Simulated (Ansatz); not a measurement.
# Ga (C2/c) in Ansatz: a series of runs

Runs on Ga. Level: r2SCAN. Tasks: single point, equation of state.

Program: Ansatz 0.2.0. These are calculated values, not measurements. Logs are shortened: lines on timing, memory, paths and dates and some standing lists are left out, and cuts for length are marked.

### Step 1. Starting point

Symmetry: C2/c, No. 15, monoclinic system. Conventional cell: a = 2.766 Å, b = 8.053 Å, c = 3.332 Å, α = 90.00°, β = 92.02°, γ = 90.00°. Around Ga (site symmetry 2) lie 8 Ga at 2.69 to 2.92 Å.

This isn't the form of Ga at room conditions, which is orthorhombic.

### Step 2. Single point, r2SCAN, 17.43 Å³/atom (volume scaled by 0.94)

input.yaml reads:

```yaml
crystal:
  lattice:
    - [1.3547675884, -3.9443034667, 0.0]
    - [1.3547675884, 3.9443034667, 0.0]
    - [-0.1150499344, 0.0, 3.261952624]
  atoms:
    - { symbol: Ga, position: [0.131, 0.869, 0.75] }
    - { symbol: Ga, position: [0.869, 0.131, 0.25] }
hamiltonian:
  xc: r2scan
  pseudopotentials: { kind: paw }
kpoints:
  mp_grid: { grid: [10, 10, 8] }
scf:
  occupations: { method: fermi_dirac, width: 0.05 }
output:
  forces: true
  stress: true
  eigenvalues: true
```

Potentials or basis: Ansatz PAW.

On the command line:

```bash
> ansatz run input.yaml --threads 2 --pin off --max-ram 5632MiB --backend cpu --events-out ev --progress --plain --runs-dir out
```

The log of the run:

```text
Warning: RAYON_NUM_THREADS=2 ignored (pool sized by the plan → 2); use --threads N
Engine: ansatz 0.2.0, x86_64-unknown-linux-gnu
Pseudopotentials: kind: paw
Pseudopotential: Ga, paw, valence charge 13, recommended cutoff 500 eV (meta_gga), Ga.paw.azcp
Functional definition: r2SCAN
  parameter k0 = 0.174
  parameter k1 = 0.065
  parameter a1 = 4.9479
  exchange = r2scan_x(k0 = k0, k1 = k1, a1 = a1)
  correlation = r2scan_c
Crystal: 2 atoms, lattice volume = 34.861 Å³
Basis set: ecut = 500 eV, 889 PW (Γ), exchange–correlation on 128×128×96 points (64 copies of the dense FFT grid, shifted against one another)
Bands: 17, of which v1, the nominal top of the filled ones, is band 13 counted from 1 (12 counted from 0)
Symmetry: 4 space group operations
Space group: C2/c (ITA 15), of the structure as read, at distance tolerance 3.3e-5 Å
k-points: 227 of 800
Non-local potential: Ga, projectors of the file, l = 0: 2, l = 1: 2, l = 2: 3, l = 3: 1
PAW form: soft (Blöchl's): semilocal exchange-correlation on the pseudo side does not see the compensation charge
PAW frozen core: Ga, regenerated for the run's functional (the file was generated under x = pbe(κ = 0.804, μ = 0.2195149727645171), c = pbe(β = 0.06672455060314922))
PAW one-centre angular grid: Ga, 590 points (default); XC on 160 Gauss nodes
Initial density: superposition of atomic densities (neutral atoms: chi_scale 0, normalization atom), corrected by the library's trained network
Initial wavefunctions: pseudopotential atomic-orbital guess
Functional: x = r2scan, c = r2scan; τ floored in thin density (d = 2e-4 eV/Å³)
SCF iter   1: F=—  HF=-7580.338862 eV  |F-HF|=—  |Δ(HF+E_count)|=         —  Δρ=1.13e-2  dr2=1.87e-2  dr2_τ=1.96e-3  ethr=1.77e-3  ⟨swp⟩=5.1  Hψ=18256  notcnv=0
preconditioner: auto → Kerker (q_TF=auto, 2.598 Å⁻¹)  [metal: Δε(μ)=0.009 eV  Ē_g=18.500 eV  σ=0.050 eV  W_gap=0.04  n_scr=12 (ndim 8)  ℏωp=32.1 eV  f_vac=0.000  D(μ)=0.52/eV (n_scr^D=2)]
SCF iter   2: F=—  HF=-7580.359926 eV  |F-HF|=—  |Δ(HF+E_count)|=   2.11e-2  Δρ=3.18e-3  dr2=2.29e-3  dr2_τ=5.74e-5  ethr=7.18e-5  ⟨swp⟩=2.0  Hψ=9513  notcnv=0  defer=21
SCF iter   3: F=—  HF=-7580.360026 eV  |F-HF|=—  |Δ(HF+E_count)|=   9.92e-5  Δρ=2.62e-3  dr2=1.54e-3  dr2_τ=5.19e-6  ethr=8.80e-6  ⟨swp⟩=2.0  Hψ=6087  notcnv=0  defer=21
SCF iter   4: F=—  HF=-7580.360099 eV  |F-HF|=—  |Δ(HF+E_count)|=   7.33e-5  Δρ=8.68e-4  dr2=2.26e-4  dr2_τ=9.30e-7  ethr=5.92e-6  ⟨swp⟩=2.1  Hψ=4689  notcnv=0  defer=21
SCF iter   5: F=—  HF=-7580.360148 eV  |F-HF|=—  |Δ(HF+E_count)|=   4.94e-5  Δρ=2.46e-4  dr2=1.90e-5  dr2_τ=4.74e-8  ethr=8.70e-7  ⟨swp⟩=2.2  Hψ=4889  notcnv=0  defer=21
SCF iter   6: F=—  HF=-7580.360151 eV  |F-HF|=—  |Δ(HF+E_count)|=   3.00e-6  Δρ=2.95e-5  dr2=2.92e-7  dr2_τ=1.87e-9  ethr=7.30e-8  ⟨swp⟩=2.7  Hψ=6143  notcnv=0  defer=21
SCF iter   7: F=-7580.360151 eV  HF=-7580.360151 eV  |F-HF|=2.29e-9  |Δ(HF+E_count)|=   2.01e-7  Δρ=4.49e-6  dr2=8.47e-9  dr2_τ=6.18e-11  ethr=3.85e-10  ⟨swp⟩=5.4  Hψ=17694  notcnv=0
SCF 1 converged in 7 iterations: F = -7580.360151 eV  dr2 = 8.47e-9
SCF converged after 7 iterations
Free energy (F): -7580.360151 eV
Harris-Foulkes:  -7580.360151 eV  (|F-HF|=2.29e-9)
Internal energy: -7580.355901 eV  (E = F + TS)
E sigma→0 (E₀):  -7580.358026 eV
Entropy (-TS):   -0.004251 eV (-2.125 meV/atom)
Fermi energy:    10.675886 eV
--- Per-component energies (eV) ---
  E_band       = -62.179264
  E_kinetic    = 230.397288
  E_local      = -3503.942055  (includes V_loc(G=0)·N_el)
  E_nonlocal   = 848.995278
  E_hartree    = 1657.833411
  E_xc         = -125.796848
  E_vxc        = -120.864653  (∫ρ·V_xc dr)
  E_paw        = -4001.527781  (= ΣΔE_a)
  E_vpaw       = -839.088609  (= ΣTr[D̂ρ^β])
  E_aug_tail   = -0.000077  (compensation charges beyond the density's cutoff)
  E_vtau       = 6.658948  (kinetic-family band-sum trace: ∫τ·v_τ [+ j·A + Jᵃ·Aᵃ] dr)
  E_ewald      = -2685.008977
  E_core_change = -1.306140  (= ΣΔE_core)
  E_smearing   = -0.004251  (= −TS)
  E_closure    = -0.000000  (closes the sum)
  Σ components = -7580.360151   (vs F -7580.360151, Δ=0.00e0)
--- Forces (eV/Å), atoms counted from 1 ---
  atom   1  Ga     0.00000000    -0.23861742    -0.00000000
  atom   2  Ga     0.00000000     0.23861742     0.00000000
  max |Σ_I F_I| component: 2.78e-17 eV/Å
--- Stress (GPa, compression-positive) ---
        3.454893       0.000000       0.729907
        0.000000       2.817935      -0.000000
        0.729907      -0.000000       1.704705
  P = ⅓ Tr σ = 2.6592 GPa (26.592 kbar)
--- Band table (eV; the first three rows and the last of 227) ---
  k-point 0: bands = ["-5.1273", "-5.1254", "-5.0729", "-5.0531", "-4.7118", "-4.7091", "-4.6760", "-4.6734", "-4.6549", "-4.4939", "-1.6270", "8.1726", "9.3321", "12.3712", "16.6098", "21.4119", "21.9918"]
  k-point 1: bands = ["-5.1439", "-5.0935", "-5.0728", "-5.0228", "-4.7471", "-4.7436", "-4.6613", "-4.6433", "-4.6421", "-4.5251", "-1.3895", "8.4548", "8.8254", "11.2121", "18.8892", "20.2469", "20.3384"]
  k-point 2: bands = ["-5.1527", "-5.0770", "-5.0239", "-4.9563", "-4.7905", "-4.7864", "-4.6881", "-4.6118", "-4.6068", "-4.5975", "-0.6727", "6.7075", "9.2849", "11.1497", "17.3050", "17.7773", "22.1921"]
  k-point 226: bands = ["-5.0683", "-5.0683", "-4.9947", "-4.9947", "-4.7340", "-4.7340", "-4.6954", "-4.6954", "-4.6711", "-4.6711", "4.2835", "4.2835", "5.7250", "5.7250", "22.6904", "22.6904", "23.8491"]
```

It took 22 s on 2 threads of Intel Xeon at 2.50GHz (Skylake/Cascade Lake), shared host; peak memory 0.54 GiB.

Results:

- Free energy: -7580.3602 eV
- Pressure: 2.7 GPa
- Largest force: 0.239 eV/Å
- Band gap on the k mesh: none (metal or under the smearing width)

Caveat: the PAW data sets come from PBE, with cores solved anew for the run's functional, which leaves a small shift of forces and pressure.

### Step 3. Single point, r2SCAN, 17.80 Å³/atom (volume scaled by 0.96)

Edit input.yaml of step 2 so:

```diff
@@ -2,5 +2,5 @@
   lattice:
-    - [1.3547675884, -3.9443034667, 0.0]
-    - [1.3547675884, 3.9443034667, 0.0]
-    - [-0.1150499344, 0.0, 3.261952624]
+    - [1.3643085195, -3.9720811669, 0.0]
+    - [1.3643085195, 3.9720811669, 0.0]
+    - [-0.1158601719, 0.0, 3.2849248782]
   atoms:
@@ -19 +19,5 @@
   eigenvalues: true
+  write_density: true
+  write_potential: true
+  elf: true
+  volumetric_format: npy
```

Potentials or basis: Ansatz PAW.

On the command line:

```bash
> ansatz run input.yaml --threads 2 --pin off --max-ram 5632MiB --backend cpu --events-out ev --progress --plain --runs-dir out
```

It took 25 s on 2 threads of Intel Xeon at 2.50GHz (Skylake/Cascade Lake), shared host; peak memory 0.55 GiB.

Results (log left out):

```
Free energy            : -7580.3689 eV
Pressure               : 1.1 GPa
Largest force          : 0.231 eV/Å
Band gap on the k mesh : none (metal or under the smearing width)
```

Caveat: the PAW data sets come from PBE, with cores solved anew for the run's functional, which leaves a small shift of forces and pressure.

### Step 4. Single point, r2SCAN, 18.17 Å³/atom (volume scaled by 0.98)

input.yaml reads:

```yaml
crystal:
  lattice:
    - [1.3737178411, -3.9994756958, 0.0]
    - [1.3737178411, 3.9994756958, 0.0]
    - [-0.1166592328, 0.0, 3.3075802485]
  atoms:
    - { symbol: Ga, position: [0.131, 0.869, 0.75] }
    - { symbol: Ga, position: [0.869, 0.131, 0.25] }
hamiltonian:
  xc: r2scan
  pseudopotentials: { kind: paw }
kpoints:
  mp_grid: { grid: [10, 10, 8] }
scf:
  occupations: { method: fermi_dirac, width: 0.05 }
output:
  forces: true
  stress: true
  eigenvalues: true
```

On the command line:

```bash
> ansatz run input.yaml --threads 2 --pin off --max-ram 5632MiB --backend cpu --events-out ev --progress --plain --runs-dir out
```

It took 26 s on 2 threads of Intel Xeon at 2.50GHz (Skylake/Cascade Lake), shared host; peak memory 0.55 GiB.

It converged, with:

| Property | Result |
| --- | --- |
| Free energy | -7580.3709 eV |
| Pressure | -0.2 GPa |
| Largest force | 0.224 eV/Å |
| Band gap on the k mesh | none (metal or under the smearing width) |

Caveat: the PAW data sets come from PBE, with cores solved anew for the run's functional, which leaves a small shift of forces and pressure.

### Step 5. Single point, r2SCAN, 18.54 Å³/atom

Edit input.yaml of step 4 so:

```diff
@@ -2,5 +2,5 @@
   lattice:
-    - [1.3737178411, -3.9994756958, 0.0]
-    - [1.3737178411, 3.9994756958, 0.0]
-    - [-0.1166592328, 0.0, 3.3075802485]
+    - [1.383, -4.0265, 0.0]
+    - [1.383, 4.0265, 0.0]
+    - [-0.1174474948, 0.0, 3.3299294416]
   atoms:
@@ -19 +19,5 @@
   eigenvalues: true
+  write_density: true
+  write_potential: true
+  elf: true
+  volumetric_format: npy
```

On the command line:

```bash
> ansatz run input.yaml --threads 2 --pin off --max-ram 5632MiB --backend cpu --events-out ev --progress --plain --runs-dir out
```

Run time: 32 s. Hardware: 2 threads of Intel Xeon at 2.50GHz (Skylake/Cascade Lake), shared host; peak memory 0.56 GiB.

It converged, with:

| Item | Value |
| --- | --- |
| Free energy | -7580.3670 eV |
| Pressure | -1.4 GPa |
| Largest force | 0.217 eV/Å |
| Band gap on the k mesh | none (metal or under the smearing width) |

Caveat: the PAW data sets come from PBE, with cores solved anew for the run's functional, which leaves a small shift of forces and pressure.

### Step 6. Single point, r2SCAN, 18.91 Å³/atom (volume scaled by 1.02)

input.yaml reads:

```yaml
crystal:
  lattice:
    - [1.3921592073, -4.05316634, 0.0]
    - [1.3921592073, 4.05316634, 0.0]
    - [-0.1182253154, 0.0, 3.3519825971]
  atoms:
    - { symbol: Ga, position: [0.131, 0.869, 0.75] }
    - { symbol: Ga, position: [0.869, 0.131, 0.25] }
hamiltonian:
  xc: r2scan
  pseudopotentials: { kind: paw }
kpoints:
  mp_grid: { grid: [10, 10, 8] }
scf:
  occupations: { method: fermi_dirac, width: 0.05 }
output:
  forces: true
  stress: true
  eigenvalues: true
```

Potentials or basis: Ansatz PAW.

On the command line:

```bash
> ansatz run input.yaml --threads 2 --pin off --max-ram 5632MiB --backend cpu --events-out ev --progress --plain --runs-dir out
```

Wall time 25 s (2 threads of Intel Xeon at 2.50GHz (Skylake/Cascade Lake), shared host); peak memory 0.56 GiB.

The run converged. Its results:

```yaml
Free_energy: -7580.3579 eV
Pressure: -2.5 GPa
Largest_force: 0.209 eV/Å
Band_gap_on_the_k_mesh: none (metal or under the smearing width)
```

Caveat: the PAW data sets come from PBE, with cores solved anew for the run's functional, which leaves a small shift of forces and pressure.

### Step 7. Single point, r2SCAN, 19.28 Å³/atom (volume scaled by 1.04)

Edit input.yaml of step 6 so:

```diff
@@ -2,5 +2,5 @@
   lattice:
-    - [1.3921592073, -4.05316634, 0.0]
-    - [1.3921592073, 4.05316634, 0.0]
-    - [-0.1182253154, 0.0, 3.3519825971]
+    - [1.4011994555, -4.0794863395, 0.0]
+    - [1.4011994555, 4.0794863395, 0.0]
+    - [-0.1189930338, 0.0, 3.3737493278]
   atoms:
```

On the command line:

```bash
> ansatz run input.yaml --threads 2 --pin off --max-ram 5632MiB --backend cpu --events-out ev --progress --plain --runs-dir out
```

Wall time 24 s (2 threads of Intel Xeon at 2.50GHz (Skylake/Cascade Lake), shared host); peak memory 0.56 GiB.

It converged, with:

* Free energy: -7580.3443 eV
* Pressure: -3.4 GPa
* Largest force: 0.202 eV/Å
* Band gap on the k mesh: none (metal or under the smearing width)

Caveat: the PAW data sets come from PBE, with cores solved anew for the run's functional, which leaves a small shift of forces and pressure.

### Step 8. Single point, r2SCAN, 19.66 Å³/atom (volume scaled by 1.06)

Edit input.yaml of step 7 so:

```diff
@@ -2,5 +2,5 @@
   lattice:
-    - [1.4011994555, -4.0794863395, 0.0]
-    - [1.4011994555, 4.0794863395, 0.0]
-    - [-0.1189930338, 0.0, 3.3737493278]
+    - [1.4101245334, -4.1054710295, 0.0]
+    - [1.4101245334, 4.1054710295, 0.0]
+    - [-0.1197509717, 0.0, 3.3952387564]
   atoms:
```

On the command line:

```bash
> ansatz run input.yaml --threads 2 --pin off --max-ram 5632MiB --backend cpu --events-out ev --progress --plain --runs-dir out
```

Run time: 24 s. Hardware: 2 threads of Intel Xeon at 2.50GHz (Skylake/Cascade Lake), shared host; peak memory 0.56 GiB.

It converged, with:

```yaml
Free_energy: -7580.3266 eV
Pressure: -4.2 GPa
Largest_force: 0.193 eV/Å
Band_gap_on_the_k_mesh: none (metal or under the smearing width)
```

Caveat: the PAW data sets come from PBE, with cores solved anew for the run's functional, which leaves a small shift of forces and pressure.

### Step 9. Equation of state, r2SCAN

Potentials or basis: Ansatz PAW.

This step only gathers the single runs of the series.

Results:

```
Equilibrium volume                        : 18.11 Å³/atom
Bulk modulus at fixed shape and positions : 64 GPa
Pressure derivative of the bulk modulus   : 5.2
```

Energy against volume, from the lowest point:
| volume (Å³/atom) | energy (meV/atom) |
| --- | --- |
| 17.431 | 5.38 |
| 17.801 | 1.02 |
| 18.172 | 0.00 |
| 18.543 | 1.94 |
| 18.914 | 6.49 |
| 19.285 | 13.33 |
| 19.656 | 22.18 |

Caveat: the cell was scaled at fixed shape and fractional positions, which overstates the stiffness of a crystal with free parameters, most of all of layers and chains; the PAW data sets were made with another functional, which shifts forces and pressure a little.
